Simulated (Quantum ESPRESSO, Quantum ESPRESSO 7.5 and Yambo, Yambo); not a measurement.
**CuCl (Nantokite): G0W0 on several meshes in Yambo**

Aim: the GW shift of CuCl (Nantokite) against the k mesh.

Calculated with Quantum ESPRESSO 7.5 and Yambo 5.3.0; PBE and many-body steps on it, plane waves.

The database entry behind the starting cell differs from later determinations by our own check (0.1 to 0.3 % short, probably kX units), so it need not match the best structure at ambient conditions.

In doubt: a PseudoDojo file used here is known to give poor structures and forces, which bears on pressures, cells, forces and phonons.

## (1) The starting structure

The structure is cubic, space group F-43m (No. 216). The conventional cell has a = 5.406 Å, b = 5.406 Å, c = 5.406 Å, α = 90.00°, β = 90.00°, γ = 90.00°. Nearest to Cu lie 4 Cl at 2.34 Å. Nearest to Cl lie 4 Cu at 2.34 Å. Farther neighbours and most contacts between anions are not listed.

As a file:

```cif
data_structure
_symmetry_space_group_name_H-M 'F-43m'
_symmetry_Int_Tables_number 216
_cell_length_a 5.4057
_cell_length_b 5.4057
_cell_length_c 5.4057
_cell_angle_alpha 90.000
_cell_angle_beta 90.000
_cell_angle_gamma 90.000
_cell_volume 157.96
loop_
_atom_site_label
_atom_site_type_symbol
_atom_site_symmetry_multiplicity
_atom_site_Wyckoff_symbol
_atom_site_fract_x
_atom_site_fract_y
_atom_site_fract_z
_atom_site_occupancy
Cu1 Cu 4 a 0.00000 0.00000 0.00000 1
Cl1 Cl 4 d 0.25000 0.25000 0.75000 1
```

The cell and positions come from the Crystallography Open Database and are kept as given unless a step says otherwise.

## (2) Empty states on the mesh, 4×4×4 mesh, 478 bands

This step: Quantum ESPRESSO 7.5; DFT, PBE, plane waves, norm-conserving pseudopotentials.

The sums over transitions need many empty states on a uniform mesh; this step solves for them.

pw.in reads:

```
&control
  calculation = 'nscf'
  prefix = 'x'
  outdir = 'o'
  pseudo_dir = 'pseudo'
/
&system
  ibrav = 0
  nat = 2
  ntyp = 2
  ecutwfc = 84.0
  nbnd = 478
  force_symmorphic = .true.
/
&electrons
  conv_thr = 1e-9
  electron_maxstep = 80
  diago_full_acc = .true.
  diago_thr_init = 5e-6
/
ATOMIC_SPECIES
  Cu 63.546 Cu.upf
  Cl 35.45 Cl.upf
CELL_PARAMETERS angstrom
  -0.0000000000 2.7028500000 2.7028500000
  2.7028500000 -0.0000000000 2.7028500000
  2.7028500000 2.7028500000 -0.0000000000
ATOMIC_POSITIONS crystal
  Cu 0.0000000000 0.0000000000 0.0000000000
  Cl 0.2500000000 0.2500000000 0.2500000000
K_POINTS automatic
  4 4 4 0 0 0
```

Launch:

```bash
OMP_NUM_THREADS=1 mpirun -n 4 pw.x -nk 4 -in pw.in > pw.out
```

Output:

```text
Program PWSCF v.7.5 starts

     This program is part of the open-source Quantum ESPRESSO suite
     for quantum simulation of materials; please cite
         "P. Giannozzi et al., J. Phys.:Condens. Matter 21 395502 (2009);
         "P. Giannozzi et al., J. Phys.:Condens. Matter 29 465901 (2017);
         "P. Giannozzi et al., J. Chem. Phys. 152 154105 (2020);
     in publications or presentations arising from this work. More details at

     Atomic positions and unit cell read from directory:
     o/x.save/

     Message from routine setup:
[...]
75.4594  77.3422  78.2710  78.2710  78.3448  78.3448  79.1320  80.6857
     [... 48 further rows ...]
   291.5520 291.7445 292.0194 292.3365 292.3365 293.0187 293.0187 293.1558
   293.4461 293.4461 293.5932 295.2720 295.4037 295.4037

          k = 0.3536 0.0000 0.0000 (  3479 PWs)   bands (ev):

     [... further k-points ...]

     highest occupied, lowest unoccupied level (ev):     7.6222    8.1554

     XML data file, pseudopotentials, collected wavefunctions

=------------------------------------------------------------------------------=
   JOB DONE.
=------------------------------------------------------------------------------=
```

Elapsed: 75 s, on 4 MPI ranks of Arm Neoverse V1, shared host; peak memory 0.87 GiB.

Numbers from this step:

```yaml
gap: 0.5333 eV
k_of_the_valence_top: 0, 0, 0
k_of_the_conduction_bottom: 0, 0, 0
least_direct_gap: 0.5333 eV
k_points_computed: 8
lowest_point_of_the_top_converged_band_above_the_valence_top: 286.5733 eV
```

On this mesh the gap is 0.533 eV.

The density comes from a self-consistent run that is not shown.

## (3) Conversion and set-up

This step: Yambo 5.3.0; conversion and set-up on PBE, plane waves, norm-conserving pseudopotentials.

The states are converted to the many-body program's format and the q mesh is built.

Launch:

```bash
(cd o/x.save; p2y > p2y.log; mv SAVE ../..); yambo > setup.log
```

Output:

```text
 Yambo, version 5.3.0

 [02] CORE Variables Setup
 =========================

  [02.01] Unit cells
  ==================

  Cell kind             :  FCC
  Atoms in the cell     :  Cu  Cl
  number of Cu atoms    :  1
  number of Cl atoms    :  1

  List of atomic masses
  Mass of Cu    :  63.54600
  Mass of Cl    :  35.45000

  List of atomic coordinates    : [cc]
  Cu1       :  0.000000  0.000000  0.000000  order 1
  Cl1       :  2.553823  2.553823  2.553823  order 2

  Alat factors          :  5.107646  5.107646  5.107646 [a.u.]
  Direct lattice volume :  266.4971 [a.u.]
[...]
==========================================

 IBZ Q-points                                      :   8
 BZ  Q-points                                      :   64

 K/Q-points units:
 rlu = crystal or reduced units; cc = cartesian coordinates; iku = interal k-units

 Q [1]          [rlu]:  0.000000  0.000000  0.000000
 Q [2]          [rlu]: -0.90400E-17 -0.90400E-17  0.25000
 Q [3]          [rlu]:  0.18080E-16  0.18080E-16 -0.50000
[...]
Q [7]          [rlu]:  0.95323E-17 -0.50000     -0.50000
 Q [8]          [rlu]:  0.250000 -0.500000 -0.250000

  [03.01] X indexes
  =================

   [03.01.01] Sigma indexes
   ========================

 [06] Game Over & Game summary
```

Wall time 2.8 s (1 MPI rank); peak memory 0.25 GiB.

## (4) 4×4×4

G0W0 replaces the xc potential by the self-energy, built once from these orbitals. Only a window of levels is corrected, while the sums run over the empty bands that the input names.

This step: G0W0 on PBE, plane waves, norm-conserving pseudopotentials.

gw2.in reads:

```
HF_and_locXC
gw0
dyson
ppa
em1d
rim_cut
RandQpts= 1000000
RandGvec= 1 RL
EXXRLvcs= 84 Ry
VXCRLvcs= 336 Ry
Chimod= "HARTREE"
% BndsRnXp
 1 | 203 |
%
NGsBlkXp= 17 Ry
% LongDrXp
 1 | 1 | 1 |
%
% GbndRnge
 1 | 203 |
%
DysSolver= "n"
ExtendOut
PPAPntXp= 27.21138 eV
% QPkrange
 1 | 1 | 12 | 15 |
%
```

Launch:

```bash
OMP_NUM_THREADS=1 mpirun -n 4 yambo -F gw2.in -J gw2 -C gw2 > gw2.log
```

Output:

```text
 Yambo, version 5.3.0

 [02] CORE Variables Setup
 =========================

  [... cell, symmetries and grids as in the set-up ...]

  [02.05] Energies & Occupations
  ==============================

  [X] === General ===
  [X] Electronic Temperature                        :  0.000000  0.000000 [eV K]
  [X] Bosonic    Temperature                        :  0.000000  0.000000 [eV K]
  [X] Finite Temperature mode                       : no
  [X] El. density                                   :  0.65838E+24 [cm-3]
  [X] Fermi Level                                   :  7.622151 [eV]

  [X] === Gaps and Widths ===
  [X] Conduction Band Min                           :  0.533284 [eV]
  [X] Valence Band Max                              :  0.000000 [eV]
  [X] Filled Bands                                  :  13
  [X] Empty Bands                                   :    14   478
  [X] Direct Gap                                    :  0.533284 [eV]
  [X] Direct Gap localized at k                     :  1
  [X] Indirect Gap                                  :  0.533284 [eV]
  [X] Indirect Gap between kpts                     :  1  1
  [X] Last valence band width                       :  1.105528 [eV]
  [X] 1st conduction band width                     :  4.500600 [eV]

 [03] Transferred momenta grid and indexing
 ==========================================

 IBZ Q-points                                      :   8
 BZ  Q-points                                      :   64

 K/Q-points units:
 rlu = crystal or reduced units; cc = cartesian coordinates; iku = interal k-units

 Q [1]          [rlu]:  0.000000  0.000000  0.000000
 Q [2]          [rlu]: -0.90400E-17 -0.90400E-17  0.25000
 Q [3]          [rlu]:  0.18080E-16  0.18080E-16 -0.50000
 Q [4]          [rlu]: -0.47661E-17  0.25000      0.25000
 Q [5]          [rlu]: -0.90400E-17  0.25000      0.50000
 Q [6]          [rlu]:  0.18080E-16  0.25000     -0.25000
 Q [7]          [rlu]:  0.95323E-17 -0.50000     -0.50000
 Q [8]          [rlu]:  0.250000 -0.500000 -0.250000

 [04] Coloumb potential Random Integration (RIM)
 ===============================================

  [04.01] RIM initialization
  ==========================

  * Diagonal components only detected *

  8 x (sBL volume)        :  0.116348 [a.u.]
  sBZ random points       :  1000000
  Points outside the sBZ  :   7996195
  RL volume               :  0.930780 [a.u.]
  Integrated volume       :  0.931223 [a.u.]

  [04.02] RIM integrals
  =====================

  Gamma point sphere radius             :  0.088553 [a.u.]
  Points outside the sphere             :   799659
  [Int_sBZ(q=0) 1/q^2]*(Vol_sBZ)^(-1/3) =:  7.764404
                                 should be <:  7.795600

  Summary of Coulomb integrals for non-metallic bands |Q|[au] RIM/Bare

  Q [1] 0.100000E-4 0.995998 * Q [2] 0.266336 1.064860
  Q [4] 0.307538 1.063731 * Q [6] 0.434925 1.026772
  Q [5] 0.509994 1.019350 * Q [3] 0.532672 1.017217
  Q [7] 0.615076 1.013507 * Q [8] 0.687676 1.010541

 [WARNING] [Xp] User bands 1-203 break level degeneracy

 [05] Dipoles
 ============

  [05.01] Setup: observables and procedures
  =========================================

 [06] Dynamic Dielectric Matrix (PPA)
 ====================================

 [WR./gw2//ndb.pp]---------------------------------------------------------------
  Brillouin Zone Q/K grids (IBZ/BZ)                :    8   64    8   64
  RL vectors                                       :   4279 [WF]
  Coulomb cutoff potential                         : none
  Electronic Temperature                           :  0.000000 [K]
  Bosonic    Temperature                           :  0.000000 [K]
  PPA    diel. fun.  energies                      : Perdew, Burke & Ernzerhof(X)+Perdew, Burke & Ernzerhof(C)
  wavefunctions                                    : Perdew, Burke & Ernzerhof(X)+Perdew, Burke & Ernzerhof(C)
  Global Gauge                                     : length
  X matrix size                                    :   339
  X band range                                     :    1  203
  X e/h energy range                               : -1.000000 -1.000000 [eV]
  X Time ordering                                  : R
  X Hxc Kernel                                     : HARTREE
  X Drude frequency                                :  0.000000  0.000000
  X poles                                          :  100.0000 [o/o]
  RL vectors in the sum                            :   4279
  [r,Vnl] included                                 : yes
  Field direction                                  :  0.577350E-5  0.577350E-5  0.577350E-5
  BZ energy Double Grid                            : no
  BZ energy DbGd points                            : 0
  BZ Q point size factor                           : -1.000000
  X Optical Averaged directions                    : none

 [07] Local Exchange-Correlation + Non-Local Fock
 ================================================

 [VXC] Plane waves :  27725
 [EXS] Plane waves :   3527

 QP @ state[ 1 ] K range:  1  1
 QP @ state[ 1 ] b range:  12  15

 [xc] Functional : Perdew, Burke & Ernzerhof(X)+Perdew, Burke & Ernzerhof(C)
 [xc] LIBXC used to calculate xc functional
  PP Number of Atomic Species                      :  2
  NLCC RL compoments                               :  27725
  PP Number of Atomic Species                      :  2
  NLCC RL compoments                               :  27725

 [xc] E_xc :  -20.64911 [Ha]
      E_xc :  -41.29822 [Ry]

  Local XC kind (lXC) : Perdew, Burke & Ernzerhof(X)+Perdew, Burke & Ernzerhof(C)
  Non-Local XC kind (nlXC) : Hartree-Fock

  Corrections @ K [1] :  [eV]
 <12|nlXC|12> = -35.76023  0.14772E-16 <12|lXC|12> = -28.89121 -0.37763E-15
 <13|nlXC|13> = -35.76032 -0.53899E-17 <13|lXC|13> = -28.89121 -0.15341E-15
 <14|nlXC|14> = -5.950915  0.28033E-17 <14|lXC|14> = -10.29704  0.47204E-16
 <15|nlXC|15> = -6.008371 -0.11586E-17 <15|lXC|15> = -11.24837 -0.23602E-16

 [08] Dyson equation: Newton solver
 ==================================

  [08.01] G0W0 (W PPA)
  ====================

  [  GW  ] Bands range     :    1  203
  [GW/PPA] G damping       :  0.100000 [eV]

  QP @ state[ 1 ] K range:  1  1
  QP @ state[ 1 ] b range:  12  15

   Sc/G bands                                       :    1  203
   Sc/G damping                                     :  0.100000 ev
   Sc bands terminator                              : no
   Sx RL components                                 :   3527

   QP @ state[ 1 ] K range                          :  1  1
   QP @ state[ 1 ] b range                          :  12  15
   GF energies kind                                 : Perdew, Burke & Ernzerhof(X)+Perdew, Burke & Ernzerhof(C)
   GF WF`s kind                                     : Perdew, Burke & Ernzerhof(X)+Perdew, Burke & Ernzerhof(C)
   Xs energies kind                                 : Perdew, Burke & Ernzerhof(X)+Perdew, Burke & Ernzerhof(C)
   Xs WF`s kind                                     : Perdew, Burke & Ernzerhof(X)+Perdew, Burke & Ernzerhof(C)

 [11] Game Over & Game summary
```

The job ended after 3.6 min (4 MPI ranks; peak memory 1.8 GiB).

This step gave:

| Quantity | Value |
| --- | --- |
| G0W0 gap on the points computed | 1.128 eV |
| starting gap on the mesh | 0.5333 eV |
| k of the valence top | 0, 0, 0 |
| k of the conduction bottom | 0, 0, 0 |
| least direct G0W0 gap on the computed points | 1.128 eV |
| Z at the valence top | 0.7441 |
| Z at the conduction bottom | 0.8155 |

The gap on the mesh goes from 0.53 eV to 1.13 eV, a correction of +0.59 eV.

## (5) Empty states on the mesh, 2×2×2 mesh, 203 bands

This step: Quantum ESPRESSO 7.5; DFT, PBE, plane waves, norm-conserving pseudopotentials.

pw.in: that of step 2 with these lines changed.

```diff
@@ -11,3 +11,3 @@
   ecutwfc = 84.0
-  nbnd = 478
+  nbnd = 203
   force_symmorphic = .true.
@@ -31,2 +31,2 @@
 K_POINTS automatic
-  4 4 4 0 0 0
+  2 2 2 0 0 0
```

Launch:

```bash
OMP_NUM_THREADS=1 mpirun -n 4 pw.x -nk 4 -in pw.in > pw.out
```

Output:

```text
[banner, memory and clock lines left out]
Program PWSCF v.7.5 starts

     Atomic positions and unit cell read from directory:
     o/x.save/

     Message from routine setup:
     using ibrav=0 with symmetry is DISCOURAGED, use correct ibrav instead

     Message from routine divide_et_impera:
     suboptimal parallelization: some nodes have no k-points

     G-vector sticks info

     bravais-lattice index     =            0
     lattice parameter (alat)  =       7.2233  a.u.
     unit-cell volume          =     266.4971 (a.u.)^3
     number of atoms/cell      =            2
[...]
[... 14 further rows ...]
[...]
169.5553 170.5907 170.5908

          k =-0.3536-0.3536 0.3536 (  3444 PWs)   bands (ev):

[...]
[... 14 further rows ...]
[...]
162.9624 164.3214 164.3214

          k =-0.7071 0.0000 0.0000 (  3490 PWs)   bands (ev):

[...]
74.0014  77.4780  80.1825  80.1825  80.2290  80.6257  83.4177  84.0319
     [... 14 further rows ...]
   153.8486 153.8486 154.4109 154.8767 155.7125 155.7125 156.7847 159.7394
   159.7394 159.8560 159.8560

     highest occupied, lowest unoccupied level (ev):     7.6222    8.1554

     XML data file, pseudopotentials, collected wavefunctions
```

Elapsed: 8.3 s, on 4 MPI ranks; peak memory 0.36 GiB.

Numbers from this step:

| Property | Result |
| --- | --- |
| gap | 0.5333 eV |
| k of the valence top | 0, 0, 0 |
| k of the conduction bottom | 0, 0, 0 |
| least direct gap | 0.5333 eV |
| k points computed | 3 |
| lowest point of the top converged band, above the valence top | 152.2339 eV |

On this mesh the gap is 0.533 eV.

## (6) Conversion and set-up

This step: Yambo 5.3.0; conversion and set-up on PBE, plane waves, norm-conserving pseudopotentials.

Launch:

```bash
(cd o/x.save; p2y > p2y.log; mv SAVE ../..); yambo > setup.log
```

Output:

```text
 Yambo, version 5.3.0

 [02] CORE Variables Setup
 =========================

  [02.01] Unit cells
  ==================

  Cell kind             :  FCC
  Atoms in the cell     :  Cu  Cl
  number of Cu atoms    :  1
  number of Cl atoms    :  1

  List of atomic masses
  Mass of Cu    :  63.54600
  Mass of Cl    :  35.45000

  List of atomic coordinates    : [cc]
  Cu1       :  0.000000  0.000000  0.000000  order 1
  Cl1       :  2.553823  2.553823  2.553823  order 2

  Alat factors          :  5.107646  5.107646  5.107646 [a.u.]
  Direct lattice volume :  266.4971 [a.u.]
[...]
0.000000  0.000000  0.000000  0.000000  0.000000  0.000000  0.000000  0.000000

 [03] Transferred momenta grid and indexing
 ==========================================

 IBZ Q-points                                      :  3
 BZ  Q-points                                      :   8

 K/Q-points units:
 rlu = crystal or reduced units; cc = cartesian coordinates; iku = interal k-units

 Q [1]          [rlu]:  0.000000  0.000000  0.000000
 Q [2]          [rlu]:  0.18080E-16  0.18080E-16 -0.50000
 Q [3]          [rlu]:  0.95323E-17 -0.50000     -0.50000

  [03.01] X indexes
  =================

   [03.01.01] Sigma indexes
   ========================

 [06] Game Over & Game summary
```

The job ended after 2.4 s (1 MPI rank; peak memory 0.24 GiB).

(Continued in part 2 of 2.)

[Paths, hosts, dates, memory and timing lines, banners, echoed tables and standing remarks are left out of the program output.]

[Logs are printed without paths, hosts, clocks, repeated set-up lines and the standing remarks that a program may print on its own settings, such as how far it seeks lower states.]

[Runs of the session that timed out or met a known fault of the program may be left out.]

[Hosts, paths, dates, database ids (printed as entryN), source tags and the programs' standing remarks are cut or masked in the printed files.]
